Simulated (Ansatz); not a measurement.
# TiS$_{2}$: phonons across the zone

These are results of Ansatz 0.2.0, DFT PBE, scalar-relativistic, plane waves, PAW, not measurements. Plane waves to 420 eV; Γ-centred k mesh 18×18×8; Fermi-Dirac smearing of 0.15 eV. No spin polarisation. Phonons by linear response, acoustic sum rule imposed.

Relaxed structure:
```
CELL_PARAMETERS angstrom
3.40985 0.00000 0.00000
-1.70492 2.95301 0.00000
0.00000 0.00000 6.57408
ATOMIC_POSITIONS crystal
Ti 0.00000 0.00000 0.00000
S 0.33333 0.66667 0.21658
S 0.66667 0.33333 0.78342
```

It was relaxed at this level from a cell as deposited in COD. In a metal, frequencies and elastic constants depend on the k mesh and the smearing, soft modes and shear constants most. The q mesh is coarse, so values between its points are rough. A semilocal functional can close a gap that the real compound has. No dispersion correction is applied, so modes and constants that involve weak contacts between layers, chains or molecules come out too soft.

Force constants from linear response on a 3×3×1 q mesh.

Question: Is the structure dynamically stable on the q mesh?

Answer: Yes, on this mesh: no mode is imaginary.

Question: Give the frequencies (cm⁻¹) at the zone-boundary points of high symmetry (interpolated where a point lies off the q mesh).

Answer:
```csv
point,q,frequencies
M,0.500 0.000 0.000,72 92 181 209 235 270 271 333 374
K,0.333 0.333 0.000,88 206 206 240 240 254 308 317 317
A,0.000 0.000 0.500,0 0 0 142 142 232 232 318 359
L,0.500 0.000 0.500,72 92 181 209 235 270 271 333 374
H,0.333 0.333 0.500,88 206 206 240 240 254 308 317 317
```
